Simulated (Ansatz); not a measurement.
An input for Ansatz 0.2.0 (ZnInGaO4 (R3m)):

```yaml
crystal:
  lattice:
    - [1.6131137932, 0.9313316827, 8.713405462]
    - [-1.6131137932, 0.9313316827, 8.713405462]
    - [0.0, -1.8626633654, 8.713405462]
  atoms:
    - { symbol: Zn, position: [0.2199916822, 0.2199916822, 0.2199916822] }
    - { symbol: In, position: [0.0031379977, 0.0031379977, 0.0031379977] }
    - { symbol: Ga, position: [0.7872215451, 0.7872215451, 0.7872215451] }
    - { symbol: O, position: [0.2943472572, 0.2943472572, 0.2943472572] }
    - { symbol: O, position: [0.7119068961, 0.7119068961, 0.7119068961] }
    - { symbol: O, position: [0.1204615994, 0.1204615994, 0.1204615994] }
    - { symbol: O, position: [0.8629340225, 0.8629340225, 0.8629340225] }
kpoints:
  mp_grid: { grid: [4, 4, 4] }
  band_path:
    path:
      - [0.0, 0.0, 0.0]
      - [0.5, 0.5, 0.5]
      - [0.82506916, 0.17493084, 0.5]
      - [0.5, -0.17493084, 0.17493084]
      - [0.5, 0.0, 0.0]
      - [0.33746542, -0.33746542, 0.0]
      - [0.66253458, 0.0, 0.33746542]
      - [0.5, 0.0, 0.5]
    npoints: 1
hamiltonian:
  xc: hse06
  pseudopotentials: { kind: paw, azcp: { folder: soft_1 } }
scf:
  occupations: { method: fixed }
  n_extra_bands: 6
output:
  eigenvalues: true
  write_density: true
  write_potential: true
  elf: true
  volumetric_format: npy
```

```sh
ansatz run input.yaml --threads 2 --pin off --max-ram 92160MiB --backend cuda --events-out ev --progress --plain --runs-dir out --devices 1 --max-vram 13GiB
```

**Question.** How long will it take on 1 × NVIDIA H100 80GB HBM3 (shared by 6 runs) with 2 threads of AMD EPYC 7R13 (Zen 3), shared host, and how much memory?

It took 41 s; on shared hardware allow 21 s to 82 s. Peak host memory was 1.6 GiB. The sizes that set the cost: 1541 plane waves a state, 13 irreducible k points and 19 SCF cycles.

Exact exchange couples every pair of k points and filled bands, so it costs far more than a semilocal run.

[Paths, hosts, dates, memory and timing lines, banners, echoed tables and standing remarks are left out of the program output.]

[Logs are printed without paths, hosts, clocks, repeated set-up lines and the standing remarks that a program may print on its own settings, such as how far it seeks lower states.]

[Runs of the session that timed out or met a known fault of the program may be left out.]

[Cells called generated may have been cut or substituted from an entry of the Crystallography Open Database or the Materials Project.]

[Hosts, paths, dates, database ids (printed as entryN), source tags and the programs' standing remarks are cut or masked in the printed files.]
